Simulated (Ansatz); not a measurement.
# ZnS under strain: Quadrupolar parameters

The cell is an entry of the Crystallography Open Database (COD), relaxed with PBE at fixed cell and then changed (z compressed by 1 %, ions relaxed).

```
Zn S
1.0
     3.82270    0.00000    0.00000
    -1.91135    3.31056    0.00000
     0.00000    0.00000    6.19809
Zn S
2 2
Direct
  0.33333 0.66667 0.99916
  0.66667 0.33333 0.49916
  0.33333 0.66667 0.37564
  0.66667 0.33333 0.87564
```

Atom numbers follow the list; atoms alike are taken as one site, whose name carries the number of the first.

The numbers come from a DFT calculation in Ansatz (PBE, plane waves and PAW, scalar-relativistic, 420 eV cutoff, Γ-centred 13×13×7 k-points, Fermi–Dirac smearing 0.02 eV).

Conventions: |V_zz| ≥ |V_yy| ≥ |V_xx|, η = (V_xx − V_yy)/V_zz, C_Q = eQV_zz/h.

⁶⁷Zn: I = 5/2, Q = 122.0 mb; S-33: I = 3/2, Q = -69.40 mb. Q values from Pyykkö, Mol. Phys. 116, 1328 (2018).

| site | atoms (order as listed) | first shell | V_xx, V_yy, V_zz (10²¹ V/m²) | η | C_Q (MHz) |
| --- | --- | --- | --- | --- | --- |
| Zn | 1, 2 | 4 S at 2.33–2.34 Å | 0.024, 0.024, -0.048 | 0.00 | -0.141 |
| S | 3, 4 | 4 Zn at 2.33–2.34 Å | 0.046, 0.046, -0.093 | 0.00 | 0.156 |

An axis of threefold or higher order runs through Zn and S, so V_zz lies along it and η is zero.
